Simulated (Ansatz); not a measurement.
The system is Hf.

```
CELL_PARAMETERS angstrom
-1.80500 1.80500 1.80500
1.80500 -1.80500 1.80500
1.80500 1.80500 -1.80500
ATOMIC_POSITIONS crystal
Hf 0.00000 0.00000 0.00000
```

This isn't the form of Hf at room conditions, which is hcp.

Base run:

* Program: Ansatz 0.2.0
* Functional: BLYP
* Potentials or basis: Ansatz PAW
* Cutoff: 420 eV
* Density cutoff: 1680 eV
* k mesh: 10 × 10 × 10
* Occupations: fermi-dirac, width 0.05 eV
* Spin: no spin polarisation

Its results: band gap on the k mesh none (metal or under the smearing width); pressure -2.6 GPa.

Problem. The run is repeated on the same cell with these changes: functional from BLYP to r2SCAN; cutoff from 420 eV to 500 eV; density cutoff from 1680 eV to 2000 eV. What comes out?

Solution. Band gap on the k mesh none (metal or under the smearing width); pressure -5.5 GPa.

Caveats: the PAW data sets come from PBE, with cores solved anew for the run's functional, which leaves a small shift of forces and pressure; the potentials were made for another functional, which shifts forces and pressure (some runs).

Not every run made on this cell is shown here.
